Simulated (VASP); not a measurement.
# CdTe (F-43m) in VASP: Born charges and dielectric tensor with LDA

Aim: the Born charges and dielectric tensor of CdTe with LDA.

Everything below comes from runs of VASP 6.6.1. Logs are shortened: lines on timing, memory, paths and dates and some standing lists are left out, and cuts for length are marked.

**The experiment to reproduce.**

A printed reference work, data compilation reports, for a bulk crystal of CdTe at 0 K: band gap 1.607 eV.

The runs below are set against these values where they give the same quantity.

## Step 1: The crystal as given

The structure is cubic, space group F-43m (No. 216). Conventional cell: a = 6.722 Å, b = 6.722 Å, c = 6.722 Å, α = 90.00°, β = 90.00°, γ = 90.00°. Around Cd (site symmetry -43m) lie 4 Te at 2.91 Å. Te (site symmetry -43m) has 4 Cd at 2.91 Å as nearest neighbours.

The cell is a database's computed one.

## Step 2: Born charges and dielectric tensor, LDA

INCAR

```
SYSTEM = CdTe
PREC     = Accurate       ! precision mode
ENCUT    = 600            ! plane-wave cutoff, eV
EDIFF    = 1E-8           ! SCF threshold, eV
ISMEAR   = 0              ! smearing method
SIGMA    = 0.02           ! smearing width, eV
LREAL    = .FALSE.        ! projectors in reciprocal space
LASPH    = .TRUE.         ! aspherical terms in the spheres
NELM     = 100            ! most SCF steps
ALGO     = Fast           ! electronic algorithm
ISIF     = 2              ! what is computed and relaxed
LWAVE    = .FALSE.        ! write WAVECAR
LCHARG   = .FALSE.        ! write CHGCAR
LEPSILON = .TRUE.         ! dielectric tensor by DFPT
IBRION   = 8              ! ionic algorithm
NSW      = 1              ! ionic steps
```

KPOINTS

```
Automatic mesh
0
G
  10 10 10
  0 0 0
```

POSCAR

```
CdTe
1.0
    0.0000000000      3.3611700000      3.3611700000
    3.3611700000      0.0000000000      3.3611700000
    3.3611700000      3.3611700000      0.0000000000
Cd Te
1 1
Direct
    0.0000000000      0.0000000000      0.0000000000
    0.7500000000      0.7500000000      0.7500000000
```

Potentials or basis: VASP PAW LDA potentials, release 64 (Cd, Te).

Command:

```sh
> cat potpaw_LDA.64/Cd/POTCAR potpaw_LDA.64/Te/POTCAR > POTCAR
> mpirun -np 1 vasp_std > vasp.out
```

OUTCAR:

```text
SYSTEM = CdTe
   PREC = Accurate
   ENCUT = 600
   EDIFF = 1E-8
   ISMEAR = 0
   LREAL = .FALSE.
   LASPH = .TRUE.
   NELM = 100
   ISIF = 2
   LEPSILON = .TRUE.
   IBRION = 8
   NSW = 1

 ion  position               nearest neighbor table
   1  0.000  0.000  0.000-   2 2.91   2 2.91   2 2.91   2 2.91
   2  0.750  0.750  0.750-   1 2.91   1 2.91   1 2.91   1 2.91

  LATTYP: Found a face centered cubic cell.
 ALAT       =     6.7223400000

  Lattice vectors:

 A1 = (   0.0000000000,   3.3611700000,   3.3611700000)
 A2 = (   3.3611700000,   0.0000000000,   3.3611700000)
 A3 = (   3.3611700000,   3.3611700000,   0.0000000000)

Analysis of symmetry for initial positions (statically):
=====================================================================
 Subroutine PRICEL returns:
 Original cell was already a primitive cell.

 Routine SETGRP: Setting up the symmetry group for a
 face centered cubic supercell.

 Subroutine GETGRP returns: Found 24 space group operations
 (whereof 24 operations were pure point group operations)
 out of a pool of 48 trial point group operations.

The static configuration has the point symmetry T_d .

Analysis of symmetry for dynamics (positions and initial velocities):
=====================================================================
 Subroutine PRICEL returns:
 Original cell was already a primitive cell.

 Routine SETGRP: Setting up the symmetry group for a
 face centered cubic supercell.

 Subroutine GETGRP returns: Found 24 space group operations
 (whereof 24 operations were pure point group operations)
 out of a pool of 48 trial point group operations.

The dynamic configuration has the point symmetry T_d .

 Subroutine INISYM returns: Found 24 space group operations
 (whereof 24 operations are pure point group operations),
 and found     1 'primitive' translations

----------------------------------------------------------------------------------------

                                     Primitive cell

  volume of cell :      75.9454

  direct lattice vectors                    reciprocal lattice vectors
     0.000000000  3.361170000  3.361170000    -0.148757724  0.148757724  0.148757724
     3.361170000  0.000000000  3.361170000     0.148757724 -0.148757724  0.148757724
     3.361170000  3.361170000  0.000000000     0.148757724  0.148757724 -0.148757724

  length of vectors
     4.753412199  4.753412199  4.753412199     0.257655936  0.257655936  0.257655936

  position of ions in fractional coordinates (direct lattice)
     0.000000000  0.000000000  0.000000000
     0.750000000  0.750000000  0.750000000

  ion indices of the primitive-cell ions
   primitive index   ion index
                 1           1
                 2           2

----------------------------------------------------------------------------------------

 KPOINTS: Automatic mesh

Automatic generation of k-mesh.
 Grid dimensions read from file:
 generate k-points for:   10   10   10

 Generating k-lattice:

  Cartesian coordinates                     Fractional coordinates (reciprocal lattice)
[... 535 lines left out ...]
  ---------------------------------------------------
  ---------------------------------------------------
  free energy    TOTEN  =        -8.07366099 eV

  energy without entropy =       -8.07366099

------------------------ aborting loop because EDIFF is reached ----------------------------------------

--------------------------------------- Ionic step        2  -------------------------------------------

------------------------ aborting loop because EDIFF is reached ----------------------------------------

--------------------------------------- Ionic step        3  -------------------------------------------

------------------------ aborting loop because EDIFF is reached ----------------------------------------

 PIEZOELECTRIC TENSOR FIELD DIRECTION 3  (e Angst)
 -----------------------------------------------------------------------------
    -0.00132  4.26608  0.00000           (  0.00001 -0.07516  0.00000)
     4.26608 -0.00132  0.00000           ( -0.07516  0.00001  0.00000)
     0.00000  0.00000 -0.00140           (  0.00000  0.00000 -0.00000)

 PIEZOELECTRIC TENSOR FIELD DIRECTION 3  (C/m^2)
 -----------------------------------------------------------------------------
    -0.00028  0.89999  0.00000
     0.89999 -0.00028  0.00000
     0.00000  0.00000 -0.00029

--------------------------------------- Ionic step        4  -------------------------------------------

------------------------ aborting loop because EDIFF is reached ----------------------------------------

[... ionic steps 5 to 6 ...]

--------------------------------------- Ionic step        7  -------------------------------------------

 Free energy of the ion-electron system (eV)
  ---------------------------------------------------
  ---------------------------------------------------
  free energy    TOTEN  =        -0.05024301 eV

  energy without entropy =       -0.05024301

------------------------ aborting loop because EDIFF is reached ----------------------------------------

 INTERNAL STRAIN TENSOR  FOR ION    2  DIRECTION 1   (eV/Angst):
 -----------------------------------------------------------------------------
    -0.00390  0.00000  0.00000
     0.00000  0.00396  1.98983
     0.00000  1.98983  0.00396

 MACROSCOPIC STATIC DIELECTRIC TENSOR (including local field effects in DFT)
 ------------------------------------------------------
          38.714887     0.000000     0.000000
           0.000000    38.714887     0.000000
          -0.000000    -0.000000    38.714887
 ------------------------------------------------------

 PIEZOELECTRIC TENSOR (including local field effects)  for field in x, y, z        (e  Angst)
          XX          YY          ZZ          XY          YZ          ZX
  --------------------------------------------------------------------------------
  x     0.00000     0.00000    -0.00000     0.00000     4.27951    -0.00000
  y     0.00000     0.00000     0.00000     0.00000     0.00000     4.27951
  z     0.00000     0.00000     0.00000     4.27951     0.00000     0.00000

 PIEZOELECTRIC TENSOR (including local field effects)  for field in x, y, z        (C/m^2)
          XX          YY          ZZ          XY          YZ          ZX
  --------------------------------------------------------------------------------
  x     0.00000     0.00000    -0.00000     0.00000     0.90282    -0.00000
  y     0.00000     0.00000     0.00000     0.00000     0.00000     0.90282
  z     0.00000     0.00000     0.00000     0.90282     0.00000     0.00000

 BORN EFFECTIVE CHARGES (including local field effects) (in |e|, cummulative output)
 ---------------------------------------------------------------------------------
 ion    1
    1     2.65853    -0.00000     0.00000
    2     0.00000     2.65853     0.00000
    3    -0.00000    -0.00000     2.65853
 ion    2
    1    -2.65853     0.00000    -0.00000
    2     0.00000    -2.65853     0.00000
    3     0.00000     0.00000    -2.65853

 INTERNAL STRAIN TENSOR FOR ION    2 for displacements in x,y,z  (eV/Angst):
          X           Y           Z          XY          YZ          ZX
  --------------------------------------------------------------------------------
  x     0.00000    -0.00000    -0.00000     0.00000     1.98983     0.00000
  y    -0.00000     0.00000    -0.00000     0.00000     0.00000     1.98983
  z    -0.00000    -0.00000     0.00000     1.98983     0.00000     0.00000

 SECOND DERIVATIVES (NOT SYMMETRIZED)
 ------------------------------------
               1X          1Y          1Z          2X          2Y          2Z
  1X    -2.880094    0.000000    0.000000    2.880094    0.000000    0.000000
  1Y     0.000000   -2.880094    0.000000    0.000000    2.880094    0.000000
  1Z     0.000000    0.000000   -2.880094    0.000000    0.000000    2.880094
  2X     2.871556    0.000000    0.000000   -2.871556    0.000000    0.000000
  2Y     0.000000    2.871556    0.000000    0.000000   -2.871556    0.000000
  2Z     0.000000    0.000000    2.871556    0.000000    0.000000   -2.871556

 Eigenvectors and eigenvalues of the dynamical matrix
 ----------------------------------------------------

   1 f  =    3.429559 THz    21.548556 2PiTHz  114.397780 cm-1    14.183511 meV
             X         Y         Z           dx          dy          dz
      0.000000  0.000000  0.000000     0.000000   -0.000000    0.729645
      5.041755  5.041755  5.041755     0.000000    0.000000   -0.683826
[... 21 lines left out ...]
   6 f/i=    0.002540 THz     0.015960 2PiTHz    0.084727 cm-1     0.010505 meV
             X         Y         Z           dx          dy          dz
      0.000000  0.000000  0.000000     0.000000    0.573267    0.372804
      5.041755  5.041755  5.041755     0.000000    0.611678    0.397783

--------------------------------------------------------------------------------------------------------

 MACROSCOPIC STATIC DIELECTRIC TENSOR IONIC CONTRIBUTION
 ------------------------------------------------------
           5.855787    -0.000000    -0.000000
          -0.000000     5.855787    -0.000000
          -0.000000    -0.000000     5.855787
 ------------------------------------------------------

 ELASTIC MODULI CONTR FROM IONIC RELAXATION (kBar)
 Direction    XX          YY          ZZ          XY          YZ          ZX
 --------------------------------------------------------------------------------
 XX          -0.0000     -0.0000     -0.0000      0.0000      0.0000      0.0000
 YY          -0.0000     -0.0000     -0.0000      0.0000      0.0000      0.0000
 ZZ          -0.0000     -0.0000     -0.0000      0.0000      0.0000      0.0000
 XY           0.0000      0.0000      0.0000    -32.1412      0.0000      0.0000
 YZ           0.0000      0.0000      0.0000      0.0000    -32.1412      0.0000
 ZX           0.0000      0.0000      0.0000      0.0000      0.0000    -32.1412
 --------------------------------------------------------------------------------

 PIEZOELECTRIC TENSOR IONIC CONTR  for field in x, y, z        (C/m^2)
          XX          YY          ZZ          XY          YZ          ZX
  --------------------------------------------------------------------------------
  x     0.00000     0.00000     0.00000    -0.00000    -0.40822     0.00000
  y     0.00000     0.00000     0.00000     0.00000     0.00000    -0.40822
  z     0.00000     0.00000     0.00000    -0.40822     0.00000     0.00000
```

Run time: 17 min. Hardware: 1 thread of Intel Xeon Platinum 8488C (Sapphire Rapids), shared host; peak memory 0.68 GiB.

What came out:

```yaml
Band_gap_on_the_k_mesh: 0.23 eV, direct
Electronic_dielectric_tensor_diagonal: 38.71
Born_charges_mean_of_the_diagonal: Cd +2.66; Te -2.66 e
Highest_phonon_frequency_at_Γ_LO-TO_splitting_left_out: 114 cm⁻¹
```

Phonon frequencies in cm⁻¹ (negative: imaginary):
| q point | frequencies |
| --- | --- |
| (0.000, 0.000, 0.000) | 0 0 0 114 114 114 |

Electronic dielectric tensor:
```
38.71  0.00  0.00
 0.00 38.71  0.00
 0.00  0.00 38.71
```

Born effective charge tensors (e):
atom 1, Cd
```
2.66 0.00 0.00
0.00 2.66 0.00
0.00 0.00 2.66
```
atom 2, Te
```
-2.66  0.00  0.00
 0.00 -2.66  0.00
 0.00  0.00 -2.66
```

Caveat: the gap is small at this level, which inflates the dielectric constant; spin-orbit coupling is left out, which moves the levels of the heavy elements.

## Step 3: How close it comes

Step 2. Measured gap of CdTe: 1.607 eV (0 K; a printed reference work, data compilation). This calculation gives 0.23 eV (-1.37 eV). So large a miss can be the level of theory's own, or it may mean another phase, state or a wrong row. Spin-orbit coupling on Cd, Te is left out. The value is that of LDA, without temperature or zero-point motion. Semilocal functionals fall short of measured gaps as a rule. The cell is a database's relaxed one, not the measured one, which moves gaps too.
